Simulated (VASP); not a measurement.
# SnS (Pnma) in VASP: a series of runs

The runs below take SnS through relaxation of cell and atoms, with PBE, PBEsol.

Program: VASP 6.6.1. These are calculated values, not measurements. Logs are shortened: lines on timing, memory, paths and dates and some standing lists are left out, and cuts for length are marked.

## Step 1: Starting point

The structure is orthorhombic, space group Pnma (No. 62). Conventional cell: a = 11.456 Å, b = 4.028 Å, c = 4.436 Å, α = 90.00°, β = 90.00°, γ = 90.00°. Sn (site symmetry m) is surrounded by 3 S at 2.65 to 2.69 Å. Around S (site symmetry m) lie 3 Sn at 2.65 to 2.69 Å.

## Step 2: Relaxation of cell and atoms, PBE

INCAR reads:

```
SYSTEM = SnS
PREC     = Accurate       ! precision mode
ENCUT    = 600            ! plane-wave cutoff, eV
EDIFF    = 1E-7           ! SCF threshold, eV
ISMEAR   = 0              ! smearing method
SIGMA    = 0.03           ! smearing width, eV
LREAL    = .False.        ! projectors in reciprocal space
LASPH    = .True.         ! aspherical terms in the spheres
NELM     = 80             ! most SCF steps
ALGO     = Normal         ! electronic algorithm
ISIF     = 3              ! what is computed and relaxed
LWAVE    = .False.        ! write WAVECAR
LCHARG   = .False.        ! write CHGCAR
GGA      = PE             ! functional
IBRION   = 2              ! ionic algorithm
NSW      = 90             ! ionic steps
EDIFFG   = -0.005         ! ionic threshold
KPAR     = 2
```

KPOINTS reads:

```
regular mesh
0
Gamma
  4 8 6
  0 0 0
```

POSCAR reads:

```
SnS                                     
1.0
   11.4557441109      0.0000000000      0.0000000000
    0.0000000000      4.0278206516     -0.0000000000
    0.0000000000     -0.0000000000      4.4364942177
  Sn              S             
     4     4
Direct
     0.1221075868783485    0.2500000000000000    0.1236094723650714
     0.3778924131216515    0.7500000000000000    0.6236094723650714
     0.6221075868783487    0.2500000000000000    0.3763905276349286
     0.8778924131216513    0.7500000000000000    0.8763905276349286
     0.8500307810754565    0.2500000000000000    0.4808075089096152
     0.6499692189245435    0.7500000000000000    0.9808075089096152
     0.3500307810754565    0.2500000000000000    0.0191924910903848
     0.1499692189245434    0.7500000000000000    0.5191924910903848
```

Potentials or basis: VASP PAW PBE potentials, release 64 (Sn_d, S).

The run is started by

```console
> cat potpaw_PBE.64/Sn_d/POTCAR potpaw_PBE.64/S/POTCAR > POTCAR
> mpirun -np 2 vasp_std > vasp.out
```

OUTCAR:

```text
SYSTEM = SnS
   PREC = Accurate
   ENCUT = 600
   EDIFF = 1E-7
   ISMEAR = 0
   LREAL = .False.
   LASPH = .True.
   NELM = 80
   ISIF = 3
   GGA = PE
   IBRION = 2
   NSW = 90
   EDIFFG = -0.005

 ion  position               nearest neighbor table
   1  0.122  0.250  0.124-   7 2.65   8 2.69   8 2.69   4 3.62   4 3.62
   2  0.378  0.750  0.624-   8 2.65   7 2.69   7 2.69   3 3.62   3 3.62
   3  0.622  0.250  0.376-   5 2.65   6 2.69   6 2.69   2 3.62   2 3.62
   4  0.878  0.750  0.876-   6 2.65   5 2.69   5 2.69   1 3.62   1 3.62
   5  0.850  0.250  0.481-   3 2.65   4 2.69   4 2.69
   6  0.650  0.750  0.981-   4 2.65   3 2.69   3 2.69
   7  0.350  0.250  0.019-   1 2.65   2 2.69   2 2.69
   8  0.150  0.750  0.519-   2 2.65   1 2.69   1 2.69

  LATTYP: Found a simple orthorhombic cell.
 ALAT       =     4.0278206516
 B/A-ratio  =     1.1014627019
 C/A-ratio  =     2.8441544701

  Lattice vectors:

 A1 = (   0.0000000000,   4.0278206516,   0.0000000000)
 A2 = (   0.0000000000,   0.0000000000,   4.4364942177)
 A3 = (  11.4557441109,   0.0000000000,   0.0000000000)

Analysis of symmetry for initial positions (statically):
=====================================================================
 Subroutine PRICEL returns:
 Original cell was already a primitive cell.

 Routine SETGRP: Setting up the symmetry group for a
 simple orthorhombic supercell.

 Subroutine GETGRP returns: Found  8 space group operations
 (whereof  2 operations were pure point group operations)
 out of a pool of  8 trial point group operations.

The static configuration has the point symmetry S_2 .
 The point group associated with its full space group is D_2h.

Analysis of symmetry for dynamics (positions and initial velocities):
=====================================================================
 Subroutine PRICEL returns:
 Original cell was already a primitive cell.

 Routine SETGRP: Setting up the symmetry group for a
 simple orthorhombic supercell.

 Subroutine GETGRP returns: Found  8 space group operations
 (whereof  2 operations were pure point group operations)
 out of a pool of  8 trial point group operations.

The dynamic configuration has the point symmetry S_2 .
 The point group associated with its full space group is D_2h.

 Subroutine INISYM returns: Found  8 space group operations
[... 130 lines left out ...]
  volume/ion in A,a.u.               =      25.59       172.68
  Fermi-wavevector in a.u.,A,eV,Ry     =   1.196907  2.261826 19.491518  1.432586
  Thomas-Fermi vector in A             =   2.332835
   LORBIT       =      0    0 simple, 1 ext, 2 COOP (PROOUT), +10 PAW based schemes
   GGA     = PE    functional components
   LHFCALC =     F    Hartree Fock is set to
   AEXX    =    0.0000 exact exchange contribution
   IVDW    =     0    specifies the selected vdW correction
   LEPSILON=     F    determine dielectric tensor
   LRPA    =     F    only Hartree local field effects (RPA)
 conjugate gradient relaxation of ions
 non-spin polarized calculation
 Gauss-broadening in eV      SIGMA  =   0.03
  energy-cutoff  :      600.00
  volume of cell :      204.71
 maximum number of plane-waves:      6864
 NGX is ok and might be reduce to    96
   NGX = 45   NGY = 17   NGZ = 17

--------------------------------------- Ionic step        1  -------------------------------------------

 number of electron      79.9999983 magnetization

 Free energy of the ion-electron system (eV)
  ---------------------------------------------------
  ext. energy  EPLUGINS =         0.00000000
  ---------------------------------------------------
  free energy    TOTEN  =       -35.46242497 eV

  energy without entropy =      -35.46242497  energy(sigma->0) =      -35.46242497

------------------------ aborting loop because EDIFF is reached ----------------------------------------

  FORCE on cell =-STRESS in cart. coord.  units (eV):
  Direction    XX          YY          ZZ          XY          YZ          ZX
  --------------------------------------------------------------------------------------
  -------------------------------------------------------------------------------------
  Total        0.0110386      0.0013521     -0.0211589      0.0000000     -0.0000000      0.0000000
  in kB        0.0863957      0.0105823     -0.1656039      0.0000000     -0.0000000      0.0000000
  external PRESSURE =      -0.0228753 kB  Pullay stress =       0.0000000 kB
[... 107 lines left out ...]
  FREE ENERGIE OF THE ION-ELECTRON SYSTEM (eV)
  ---------------------------------------------------
  free  energy   TOTEN  =       -35.4624976657 eV

  energy  without entropy=      -35.4624976657  energy(sigma->0) =      -35.46249767

[... ionic steps 4 to 17 ...]

--------------------------------------- Ionic step       18  -------------------------------------------

 number of electron      80.0000006 magnetization

------------------------ aborting loop because EDIFF is reached ----------------------------------------
[... 79 lines left out ...]
--------------------------------------- Ionic step       20  -------------------------------------------

 number of electron      80.0000007 magnetization

 Free energy of the ion-electron system (eV)
  ---------------------------------------------------
  ext. energy  EPLUGINS =         0.00000000
  ---------------------------------------------------
  free energy    TOTEN  =       -35.46301256 eV

  energy without entropy =      -35.46301256  energy(sigma->0) =      -35.46301256

 E-fermi :   5.5643     XC(G=0):  -9.5647

 val. band max:        5.3965181337   @ k =   0.5000   0.0000   0.5000
 cond. band min:       6.4339516243   @ k =   0.0000   0.3750   0.0000
 fundamental gap:      1.0374334906
 Fermi energy:         5.5643099072

 k-point     1 :       0.0000    0.0000    0.0000
  band No.  band energies     occupation
      1     -15.7023      2.00000
      2     -15.6925      2.00000
      3     -15.6857      2.00000
      4     -15.6815      2.00000
      5     -15.6777      2.00000
      6     -15.6743      2.00000
[... 1213 lines left out ...]
     47       9.1754      0.00000
     48       9.1754      0.00000

 [... further k-points ...]

------------------------ aborting loop because EDIFF is reached ----------------------------------------

  FORCE on cell =-STRESS in cart. coord.  units (eV):
  Direction    XX          YY          ZZ          XY          YZ          ZX
  --------------------------------------------------------------------------------------
  -------------------------------------------------------------------------------------
  Total       -0.0058337      0.0118462     -0.0203521      0.0000000      0.0000000      0.0000000
  in kB       -0.0456096      0.0926167     -0.1591179      0.0000000      0.0000000      0.0000000
  external PRESSURE =      -0.0373703 kB  Pullay stress =       0.0000000 kB
[... 23 lines left out ...]
  FREE ENERGIE OF THE ION-ELECTRON SYSTEM (eV)
  ---------------------------------------------------
  free  energy   TOTEN  =       -35.4630125573 eV

  energy  without entropy=      -35.4630125573  energy(sigma->0) =      -35.46301256

 reached required accuracy - stopping structural energy minimisation
```

OSZICAR:

```text
N       E                     dE             d eps       ncg     rms          rms(c)
DAV:   1     0.942969479648E+03    0.94297E+03   -0.40194E+04  6256   0.239E+03
DAV:   2     0.134241954988E+03   -0.80873E+03   -0.78488E+03  5768   0.686E+02
[... 191 lines left out ...]
DAV:   1    -0.354624197713E+02    0.54311E-03   -0.17013E-01  6632   0.172E+00    0.103E-01
DAV:   2    -0.354630304171E+02   -0.61065E-03   -0.63052E-03  8568   0.484E-01    0.398E-02
DAV:   3    -0.354630197667E+02    0.10650E-04   -0.84898E-05  7112   0.674E-02    0.305E-02
DAV:   4    -0.354630138811E+02    0.58855E-05   -0.17923E-05  7856   0.327E-02    0.171E-02
DAV:   5    -0.354630125528E+02    0.13283E-05   -0.45163E-06  7640   0.163E-02    0.470E-03
DAV:   6    -0.354630125573E+02   -0.44693E-08   -0.77481E-07  6232   0.669E-03
  20 F= -.35463013E+02 E0= -.35463013E+02  d E =-.496740E-04
```

It took 41 min on 2 MPI ranks of Intel Xeon Platinum 8488C (Sapphire Rapids), shared host; peak memory 0.69 GiB.

Results:

```
Free energy                            : -35.4630 eV
Relaxed volume                         : 25.62 Å³/atom
Relaxed cell                           : a = 11.443 Å, b = 4.020 Å, c = 4.454 Å, α = 90.00°, β = 90.00°, γ = 90.00°
Space group after relaxing (to 0.05 Å) : Pnma (No. 62)
Energy gained by relaxing              : 0.1 meV/atom
Ionic steps                            : 20
Pressure after relaxing                : 0.0 GPa
Band gap on the k mesh                 : 1.04 eV, indirect (least direct gap 1.33 eV)
```

Forces in eV/Å, atoms in the order of the input:
```
Sn   0.000  0.000  0.001
Sn   0.000  0.000  0.001
Sn   0.000  0.000 -0.001
Sn   0.000  0.000 -0.001
S    0.003  0.000  0.001
S   -0.003  0.000  0.001
S    0.003  0.000 -0.001
S   -0.003  0.000 -0.001
```

The path:
| step | energy change (eV) | largest force (eV/Å) | pressure (GPa) | volume (Å³) |
| --- | --- | --- | --- | --- |
| 1 | 0.0000 | 0.0104 | 0.00 | 204.71 |
| 2 | 0.0000 | 0.0088 | 0.00 | 204.70 |
| 3 | -0.0001 | 0.0089 | 0.02 | 204.66 |
| 4 | 0.0000 | 0.0174 | 0.05 | 204.60 |
| 5 | -0.0001 | 0.0110 | 0.03 | 204.65 |
| 6 | -0.0001 | 0.0105 | 0.02 | 204.67 |
| 7 | -0.0001 | 0.0089 | 0.01 | 204.72 |
| 8 | -0.0002 | 0.0059 | -0.02 | 204.84 |
| 9 | -0.0002 | 0.0057 | -0.03 | 204.89 |
| 10 | -0.0002 | 0.0052 | -0.02 | 204.85 |
| 11 | -0.0003 | 0.0100 | 0.01 | 204.76 |
| 12 | -0.0003 | 0.0092 | 0.01 | 204.76 |
| 13 | -0.0004 | 0.0070 | 0.01 | 204.76 |
| 14 | -0.0003 | 0.0134 | 0.00 | 204.75 |
| 15 | -0.0004 | 0.0086 | 0.00 | 204.75 |
| 16 | -0.0004 | 0.0076 | 0.00 | 204.78 |
| 17 | -0.0005 | 0.0077 | 0.00 | 204.83 |
| 18 | -0.0005 | 0.0112 | 0.00 | 204.93 |
| 19 | -0.0005 | 0.0098 | 0.00 | 204.89 |
| 20 | -0.0006 | 0.0027 | 0.00 | 204.93 |

Final structure:
```
Sn S
1.0
    11.44274    0.00000    0.00000
     0.00000    4.02044    0.00000
     0.00000    0.00000    4.45447
Sn S
4 4
Direct
  0.12151 0.25000 0.12953
  0.37849 0.75000 0.62953
  0.62151 0.25000 0.37047
  0.87849 0.75000 0.87047
  0.84989 0.25000 0.47738
  0.65011 0.75000 0.97738
  0.34989 0.25000 0.02262
  0.15011 0.75000 0.52262
```

Caveat: spin-orbit coupling is left out, which moves the levels of the heavy elements. A k mesh can miss the band edges.

[end of part 1 of 2]
